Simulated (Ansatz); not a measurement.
# Bi2Te3 (Tellurobismuthite) (R-3m) in Ansatz: notebook

Aim: see how the results for Bi2Te3 (Tellurobismuthite) move with the level of theory and the settings. Levels: BLYP, r2SCAN. Tasks: band structure.

Program: Ansatz 0.2.0. These are calculated values, not measurements. Logs are shortened: lines on timing, memory, paths and dates and some standing lists are left out, and cuts for length are marked.

**What was measured.**

From “Vacancy and Antisite-Induced Ferromagnetism in Liquid-Phase Exfoliated Bi2Te3”, 2024, arxiv:2412.10539, for a bulk crystal of Bi2Te3: band gap 0.17 eV.

How close the calculation comes is told below.

**1. Starting point**

It takes space group R-3m (No. 166, trigonal). The conventional cell has a = 4.386 Å, b = 4.386 Å, c = 30.497 Å, α = 90.00°, β = 90.00°, γ = 120.00°. Around Bi (site symmetry 3m) lie 6 Te at 3.07 to 3.25 Å. Te (site symmetry 3m) has 3 Bi at 3.07 Å as nearest neighbours. Te (site symmetry -3m) is surrounded by 6 Bi at 3.25 Å.

**2. Band structure, BLYP**

Input file input.yaml:

```yaml
crystal:
  lattice:
    - [2.193, 1.2661291403, 10.1656666667]
    - [-2.193, 1.2661291403, 10.1656666667]
    - [0.0, -2.5322582807, 10.1656666667]
  atoms:
    - { symbol: Bi, position: [0.6, 0.6, 0.6] }
    - { symbol: Bi, position: [0.4, 0.4, 0.4] }
    - { symbol: Te, position: [0.7905, 0.7905, 0.7905] }
    - { symbol: Te, position: [0.2095, 0.2095, 0.2095] }
    - { symbol: Te, position: [0.0, 0.0, 0.0] }
hamiltonian:
  xc: blyp
  pseudopotentials: { kind: paw }
kpoints:
  mp_grid: { grid: [7, 7, 7] }
  band_path:
    path:
      - [[0.0, 0.0, 0.0], [0.5, 0.0, 0.0], [0.5, 0.1770083925, -0.1770083925]]
      - [[0.8229916075, 0.5, 0.1770083925], [0.5, 0.5, 0.5], [0.0, 0.0, 0.0], [0.3385041962, 0.0, -0.3385041962]]
      - [[0.6614958038, 0.3385041962, 0.0], [0.5, 0.5, 0.0], [0.6614958038, 0.6614958038, 0.1770083925], [0.5, 0.5, 0.5]]
      - [[0.5, 0.0, 0.0], [0.8229916075, 0.3385041962, 0.3385041962]]
    npoints: 14
scf:
  occupations: { method: fermi_dirac, width: 0.05 }
  n_extra_bands: 12
output:
  forces: true
  stress: true
  eigenvalues: true
  fatbands: false
```

Potentials or basis: Ansatz PAW.

Command:

```
> ansatz run input.yaml --threads 2 --pin off --max-ram 5632MiB --backend cpu --events-out ev --progress --plain --runs-dir out
```

Log:

```text
Warning: RAYON_NUM_THREADS=2 ignored (pool sized by the plan → 2); use --threads N
basis.fft_grid_basis auto: the FFT boxes are laid along the combinations [[1, 0, -1], [0, 1, -1], [0, 0, 1]] of the cell's own vectors, 4.386, 4.386 and 10.476 Å long. The dense box has 30×30×72 points. Along the cell's own vectors, as sized, it would have 72×72×72, 5.76 times as many. Of the 12 symmetry operations that the crystal satisfies within crystal.symmetry.tolerance (time reversal apart; of a slab, those that keep its plane) the dense box along the cell's own vectors carries 12, and the one as laid loses 8 of those. basis.fft_grid_basis: typed keeps the cell's own vectors: state it where this run's energies or levels are differenced outside the engine with another run's, or held beside a run that keeps those vectors.
scf.n_extra_bands = 12 over 39 filled bands (N_el = 78.0): the run solves 51 bands
Engine: ansatz 0.2.0, x86_64-unknown-linux-gnu
Pseudopotentials: kind: paw
Pseudopotential: Bi, paw, valence charge 15, recommended cutoff 420 eV (normal), Bi.paw.azcp
Pseudopotential: Te, paw, valence charge 16, recommended cutoff 420 eV (normal), Te.paw.azcp
Functional definition: BLYP
  parameter beta = 0.0042
  parameter a = 0.04918
  parameter b = 0.132
  parameter c = 0.2533
  parameter d = 0.349
  exchange = b88_x(beta = beta)
  correlation = lyp_c(a = a, b = b, c = c, d = d)
Crystal: 5 atoms, lattice volume = 169.357 Å³
Basis set: ecut = 420 eV, 3345 PW (Γ), FFT grids on a1−a3, a2−a3, a3, exchange–correlation on 60×60×144 points (8 copies of the dense FFT grid, shifted against one another)
Bands: 51, of which v1, the nominal top of the filled ones, is band 39 counted from 1 (38 counted from 0)
Symmetry: 12 space group operations
Space group: R-3m (ITA 166), of the structure as read, at distance tolerance 5.5e-5 Å
k-points: 44 of 343
Non-local potential: Bi, projectors of the file, l = 0: 2, l = 1: 2, l = 2: 2, l = 3: 2
Non-local potential: Te, projectors of the file, l = 0: 2, l = 1: 2, l = 2: 2, l = 3: 2
PAW form: soft (Blöchl's): semilocal exchange-correlation on the pseudo side does not see the compensation charge
PAW frozen core: Bi, regenerated for the run's functional, and the local potential with it (the file was generated under x = pbe(κ = 0.804, μ = 0.2195149727645171), c = pbe(β = 0.06672455060314922))
PAW frozen core: Te, regenerated for the run's functional, and the local potential with it (the file was generated under x = pbe(κ = 0.804, μ = 0.2195149727645171), c = pbe(β = 0.06672455060314922))
PAW one-centre angular grid: Bi, 590 points (default); XC on 64 Gauss nodes
PAW one-centre angular grid: Te, 590 points (default); XC on 64 Gauss nodes
Initial density: superposition of atomic densities (neutral atoms: chi_scale 0, normalization atom), corrected by the library's trained network
Initial wavefunctions: pseudopotential atomic-orbital guess
Functional: x = b88, c = lyp
SCF iter   1: F=—  HF=-45843.052662 eV  |F-HF|=—  |Δ(HF+E_count)|=         —  Δρ=5.14e-3  dr2=7.05e-2  ethr=1.77e-3  ⟨swp⟩=9.6  Hψ=10830  notcnv=0  defer=57
preconditioner: auto → Resta (q_TF=auto, 2.398 Å⁻¹)  ε∞=3.3  [insulator: Δε(μ)=0.373 eV  Ē_g=9.959 eV  σ=0.050 eV  W_gap=0.95  n_scr=42 (ndim 8)  ℏωp=15.1 eV  f_vac=0.015  D(μ)=0.01/eV (n_scr^D=0)  ε∞_Penn≈3.3]
SCF iter   2: F=—  HF=-45843.036041 eV  |F-HF|=—  |Δ(HF+E_count)|=   1.66e-2  Δρ=2.74e-3  dr2=2.13e-2  ethr=9.04e-5  ⟨swp⟩=2.1  Hψ=3067  notcnv=0  defer=179
SCF iter   3: F=—  HF=-45843.032710 eV  |F-HF|=—  |Δ(HF+E_count)|=   3.33e-3  Δρ=1.41e-3  dr2=1.12e-2  ethr=2.73e-5  ⟨swp⟩=2.0  Hψ=2521  notcnv=0  defer=179
SCF iter   4: F=—  HF=-45843.031170 eV  |F-HF|=—  |Δ(HF+E_count)|=   1.54e-3  Δρ=3.60e-4  dr2=5.63e-4  ethr=1.44e-5  ⟨swp⟩=1.4  Hψ=2138  notcnv=0  defer=179
SCF iter   5: F=—  HF=-45843.031155 eV  |F-HF|=—  |Δ(HF+E_count)|=   1.45e-5  Δρ=1.44e-4  dr2=3.36e-5  ethr=7.22e-7  ⟨swp⟩=2.0  Hψ=2904  notcnv=0  defer=179
SCF iter   6: F=—  HF=-45843.031185 eV  |F-HF|=—  |Δ(HF+E_count)|=   3.00e-5  Δρ=2.75e-5  dr2=1.77e-6  ethr=4.30e-8  ⟨swp⟩=2.0  Hψ=2934  notcnv=0  defer=179
SCF iter   7: F=-45843.031188 eV  HF=-45843.031188 eV  |F-HF|=9.22e-8  |Δ(HF+E_count)|=   2.59e-6  Δρ=5.98e-6  dr2=6.36e-8  ethr=1.28e-10  ⟨swp⟩=12.2  Hψ=13572  notcnv=0
SCF 1 converged in 7 iterations: F = -45843.031188 eV  dr2 = 6.36e-8
NSCF: frozen V_eff on 130 k-points
SCF converged after 7 iterations
Free energy (F): -45843.031188 eV
Harris-Foulkes:  -45843.031188 eV  (|F-HF|=9.22e-8)
Internal energy: -45843.031059 eV  (E = F + TS)
E sigma→0 (E₀):  -45843.031123 eV
Entropy (-TS):   -0.000129 eV (-0.026 meV/atom)
Fermi energy:    9.904312 eV
--- Per-component energies (eV) ---
  E_band       = -955.599380
  E_kinetic    = 1151.611981
  E_local      = -6866.510817  (includes V_loc(G=0)·N_el)
  E_nonlocal   = 178.331758
  E_hartree    = 3434.037676
  E_xc         = -667.990996
  E_vxc        = -590.305895  (∫ρ·V_xc dr)
  E_paw        = -35430.232758  (= ΣΔE_a)
  E_vpaw       = -1696.808621  (= ΣTr[D̂ρ^β])
  E_aug_tail   = -0.001673  (compensation charges beyond the density's cutoff)
  E_ewald      = -7642.023672
  E_core_change = -0.252556  (= ΣΔE_core)
  E_smearing   = -0.000129  (= −TS)
  E_closure    = -0.000000  (closes the sum)
  Σ components = -45843.031188   (vs F -45843.031188, Δ=0.00e0)
--- Forces (eV/Å), atoms counted from 1 ---
  atom   1  Bi     0.00000000     0.00000000    -0.06045519
  atom   2  Bi     0.00000000    -0.00000000     0.06045519
  atom   3  Te     0.00000000    -0.00000000     0.03082389
  atom   4  Te     0.00000000     0.00000000    -0.03082389
  atom   5  Te     0.00000000    -0.00000000     0.00000000
  max |Σ_I F_I| component: 1.16e-18 eV/Å
--- Stress (GPa, compression-positive) ---
        5.559866       0.000000      -0.000000
        0.000000       5.559866       0.000000
       -0.000000       0.000000       5.189637
  P = ⅓ Tr σ = 5.4365 GPa (54.365 kbar)
--- Band table (eV; the first three rows and the last of 44) ---
  k-point 0: bands = ["-26.8762", "-26.8762", "-26.8698", "-26.8682", "-26.8682", "-26.8679", "-26.8675", "-26.8675", "-26.8658", "-26.8658", "-26.6986", "-26.6930", "-26.6930", "-26.6612", "-26.6612", "-13.4734", "-13.4734", "-13.4716", "-13.4716", "-13.4608", "-13.4595", "-13.4581", "-13.4581", "-13.4568", "-13.4568", "-3.6476", "-2.9391", "-1.7235", "0.6905", "1.1376", "7.4158", "7.6419", "7.9801", "7.9801", "8.0156", "8.0156", "8.8696", "8.8696", "9.7405", "10.0661", "10.3650", "10.3650", "11.7147", "11.7828", "11.7828", "14.8356", "15.3093", "15.9124", "15.9124", "16.2596", "16.2596"]
  k-point 1: bands = ["-26.8761", "-26.8760", "-26.8695", "-26.8689", "-26.8680", "-26.8679", "-26.8675", "-26.8671", "-26.8658", "-26.8657", "-26.6985", "-26.6931", "-26.6930", "-26.6611", "-26.6609", "-13.4751", "-13.4731", "-13.4716", "-13.4697", "-13.4600", "-13.4589", "-13.4583", "-13.4578", "-13.4572", "-13.4562", "-3.4717", "-2.7916", "-1.6020", "0.5277", "0.9828", "6.6278", "6.7342", "7.4038", "7.4432", "8.0926", "8.4022", "8.6057", "8.7484", "9.0441", "10.9854", "11.0423", "11.0821", "11.6420", "11.6778", "12.2837", "14.3236", "14.9767", "15.9946", "16.0720", "16.6260", "16.7932"]
  k-point 2: bands = ["-26.8761", "-26.8753", "-26.8702", "-26.8690", "-26.8678", "-26.8675", "-26.8671", "-26.8668", "-26.8658", "-26.8656", "-26.6982", "-26.6932", "-26.6930", "-26.6611", "-26.6604", "-13.4797", "-13.4772", "-13.4688", "-13.4666", "-13.4619", "-13.4600", "-13.4557", "-13.4554", "-13.4543", "-13.4538", "-2.9592", "-2.3936", "-1.2830", "-0.0606", "0.5504", "5.5434", "6.1529", "6.4230", "6.8977", "7.3597", "7.5054", "8.7201", "8.7694", "9.0680", "10.7351", "11.0795", "11.2469", "12.3887", "12.4507", "13.5724", "13.7211", "15.4589", "15.8017", "16.8681", "17.2167", "17.3594"]
  k-point 43: bands = ["-26.8761", "-26.8759", "-26.8695", "-26.8689", "-26.8680", "-26.8679", "-26.8675", "-26.8671", "-26.8658", "-26.8657", "-26.6985", "-26.6931", "-26.6930", "-26.6611", "-26.6609", "-13.4751", "-13.4731", "-13.4715", "-13.4697", "-13.4600", "-13.4589", "-13.4583", "-13.4578", "-13.4572", "-13.4562", "-3.3358", "-3.0737", "-1.1628", "-0.1595", "1.3991", "6.5015", "6.9870", "7.5423", "7.5639", "7.7196", "7.9208", "8.6676", "8.9621", "9.4950", "10.3704", "10.6520", "11.2544", "11.9438", "11.9890", "12.3543", "14.6440", "15.1792", "15.3981", "15.9925", "16.0749", "16.9449"]
```

It took 7.1 s on 2 threads of AMD EPYC 9R45 (Zen 5), shared host; peak memory 0.83 GiB.

What came out:

```yaml
Free_energy: -45843.0312 eV
Pressure: 5.4 GPa
Largest_force: 0.060 eV/Å
Band_gap_on_the_k_mesh: 0.33 eV, direct
Band_gap_along_the_path: 0.33 eV, direct
```

Forces in eV/Å, atoms in the order of the input:
```
Bi   0.000  0.000 -0.060
Bi   0.000  0.000  0.060
Te   0.000  0.000  0.031
Te   0.000  0.000 -0.031
Te   0.000  0.000  0.000
```

Levels at the corners of the path, in eV from the valence-band top:
```csv
point,band 35,band 36,band 37,band 38,band 39,band 40,band 41,band 42,band 43,band 44
Γ,-1.72,-1.72,-0.87,-0.87,0.00,0.33,0.62,0.62,1.97,2.04
L,-3.13,-2.89,-2.37,-0.92,-0.50,0.60,1.03,2.71,2.87,3.49
B1,-3.41,-2.54,-1.92,-0.98,-0.79,1.19,1.43,2.47,3.17,4.09
B,-3.41,-2.54,-1.92,-0.98,-0.79,1.19,1.43,2.47,3.17,4.09
Z,-1.43,-1.43,-1.16,-1.16,-0.46,0.87,1.10,1.10,1.60,1.60
Γ,-1.72,-1.72,-0.87,-0.87,0.00,0.33,0.62,0.62,1.97,2.04
X,-3.04,-2.94,-1.61,-1.37,-0.67,1.08,1.97,2.02,3.55,3.71
Q,-3.04,-2.94,-1.61,-1.37,-0.67,1.08,1.97,2.02,3.55,3.71
F,-2.35,-1.96,-1.81,-1.55,-0.95,0.88,1.58,2.00,2.63,2.66
P1,-2.50,-2.44,-1.36,-1.30,-1.22,1.19,1.34,1.64,2.67,2.99
Z,-1.43,-1.43,-1.16,-1.16,-0.46,0.87,1.10,1.10,1.60,1.60
L,-3.13,-2.89,-2.37,-0.92,-0.50,0.60,1.03,2.71,2.87,3.49
P,-2.50,-2.44,-1.36,-1.30,-1.22,1.19,1.34,1.64,2.67,2.99
```

Caveat: spin-orbit coupling is left out, which as a rule narrows the gap of such compounds by several tenths of an eV; the PAW data sets come from PBE, with cores solved anew for the run's functional, which leaves a small shift of forces and pressure.

**3. Band structure, r2SCAN**

Edit input.yaml of step 2 so:

```diff
@@ -12,3 +12,3 @@
 hamiltonian:
-  xc: blyp
+  xc: r2scan
   pseudopotentials: { kind: paw }
```

Potentials or basis: Ansatz PAW.

Command:

```
> ansatz run input.yaml --threads 2 --pin off --max-ram 5632MiB --backend cpu --events-out ev --progress --plain --runs-dir out
```

Log:

```text
Warning: RAYON_NUM_THREADS=2 ignored (pool sized by the plan → 2); use --threads N
basis.fft_grid_basis auto: the FFT boxes are laid along the combinations [[1, 0, -1], [0, 1, -1], [0, 0, 1]] of the cell's own vectors, 4.386, 4.386 and 10.476 Å long. The dense box has 32×32×80 points. Along the cell's own vectors, as sized, it would have 80×80×80, 6.25 times as many. Of the 12 symmetry operations that the crystal satisfies within crystal.symmetry.tolerance (time reversal apart; of a slab, those that keep its plane) the dense box along the cell's own vectors carries 12, and the one as laid loses 8 of those. basis.fft_grid_basis: typed keeps the cell's own vectors: state it where this run's energies or levels are differenced outside the engine with another run's, or held beside a run that keeps those vectors.
[... 77 lines left out ...]
  k-point 2: bands = ["-28.3809", "-28.3802", "-28.3746", "-28.3726", "-28.3720", "-28.3707", "-28.3704", "-28.3698", "-28.3691", "-28.3685", "-28.2122", "-28.2079", "-28.2077", "-28.1757", "-28.1749", "-14.8852", "-14.8824", "-14.8731", "-14.8706", "-14.8683", "-14.8661", "-14.8624", "-14.8611", "-14.8605", "-14.8599", "-3.9529", "-3.3292", "-2.1753", "-0.7905", "-0.1045", "4.7523", "5.3850", "5.6737", "6.1616", "6.6536", "6.8850", "8.1018", "8.1197", "8.5290", "10.3685", "10.6745", "10.9021", "12.0771", "12.1436", "13.1231", "13.5162", "15.0939", "15.4101", "16.5746", "16.9585", "17.0878"]
  k-point 43: bands = ["-28.3811", "-28.3809", "-28.3738", "-28.3732", "-28.3713", "-28.3711", "-28.3706", "-28.3697", "-28.3694", "-28.3689", "-28.2125", "-28.2077", "-28.2077", "-28.1757", "-28.1755", "-14.8799", "-14.8776", "-14.8759", "-14.8738", "-14.8670", "-14.8659", "-14.8646", "-14.8637", "-14.8632", "-14.8620", "-4.3579", "-4.0737", "-2.0533", "-0.9001", "0.8462", "5.7755", "6.2680", "6.8634", "6.8968", "7.0343", "7.2653", "8.0718", "8.3171", "8.9630", "10.0187", "10.2239", "10.9134", "11.6108", "11.6475", "12.0474", "14.2100", "14.7858", "15.0328", "15.6550", "15.7087", "16.6557"]
```

bands.tsv:

```text
[... 153 lines left out ...]
5.122830	-37.865454	-37.863671	-37.860658	-37.857051	-37.856682	-37.855097	-37.854458	-37.853891	-37.853675	-37.853243	-37.696591	-37.692752	-37.692395	-37.660309	-37.659057	-24.375108	-24.371923	-24.357360	-24.354702	-24.353836	-24.352484	-24.343293	-24.341623	-24.341417	-24.340884	-12.322426	-12.217502	-11.723161	-11.031870	-10.364227	-5.486173	-4.656760	-4.290099	-3.828584	-2.958133	-2.832502	-1.769532	-1.656528	-1.556434	1.051821	1.207725	1.506835	2.571914	2.964093	3.357228	4.842534	5.161055	6.958650	8.785847	9.172721	9.221657
```

Run time: 12 s. Hardware: 2 threads of AMD EPYC 9R45 (Zen 5), shared host; peak memory 1.2 GiB.

What came out:

- Free energy: -45807.8515 eV
- Pressure: 1.3 GPa
- Largest force: 0.290 eV/Å
- Band gap on the k mesh: 0.52 eV, direct
- Band gap along the path: 0.52 eV, direct

Forces on the atoms (eV/Å):
```
Bi   0.000  0.000 -0.133
Bi   0.000  0.000  0.133
Te   0.000  0.000 -0.290
Te   0.000  0.000  0.290
Te   0.000  0.000  0.000
```

Levels at the corners of the path, in eV from the valence-band top:
```csv
point,band 36,band 37,band 38,band 39,band 40,band 41,band 42,band 43
Γ,-1.88,-1.01,-1.01,0.00,0.52,0.69,0.69,2.14
L,-3.11,-2.54,-1.06,-0.56,0.75,1.13,2.92,3.00
B1,-2.71,-2.07,-1.09,-0.85,1.37,1.57,2.68,3.43
B,-2.71,-2.07,-1.09,-0.85,1.37,1.57,2.68,3.43
Z,-1.55,-1.31,-1.31,-0.40,0.99,1.18,1.18,1.72
Γ,-1.88,-1.01,-1.01,0.00,0.52,0.69,0.69,2.14
X,-3.12,-1.74,-1.48,-0.75,1.23,2.16,2.19,3.82
Q,-3.12,-1.74,-1.48,-0.75,1.23,2.16,2.19,3.82
F,-2.08,-1.89,-1.71,-1.06,0.99,1.68,2.14,2.86
P1,-2.57,-1.51,-1.40,-1.30,1.31,1.47,1.76,2.83
Z,-1.55,-1.31,-1.31,-0.40,0.99,1.18,1.18,1.72
L,-3.11,-2.54,-1.06,-0.56,0.75,1.13,2.92,3.00
P,-2.57,-1.51,-1.40,-1.30,1.31,1.47,1.76,2.83
```

Caveat: spin-orbit coupling is left out, which as a rule narrows the gap of such compounds by several tenths of an eV; the PAW data sets come from PBE, with cores solved anew for the run's functional, which leaves a small shift of forces and pressure.

**4. Comparison with measurements**

Step 2. A measured gap of Bi2Te3 is 0.17 eV (quoted in “Vacancy and Antisite-Induced Ferromagnetism in Liquid-Phase Exfoliated Bi2Te3”, 2024, arxiv:2412.10539); the calculated 0.33 eV misses it by +0.16 eV. Spin-orbit coupling on Bi, Te is left out. The value is that of BLYP, without temperature or zero-point motion.

Step 3. A measured gap of Bi2Te3 is 0.17 eV (quoted in “Vacancy and Antisite-Induced Ferromagnetism in Liquid-Phase Exfoliated Bi2Te3”, 2024, arxiv:2412.10539); the calculated 0.52 eV misses it by +0.35 eV. Spin-orbit coupling on Bi, Te is left out. The value is that of r2SCAN, without temperature or zero-point motion.
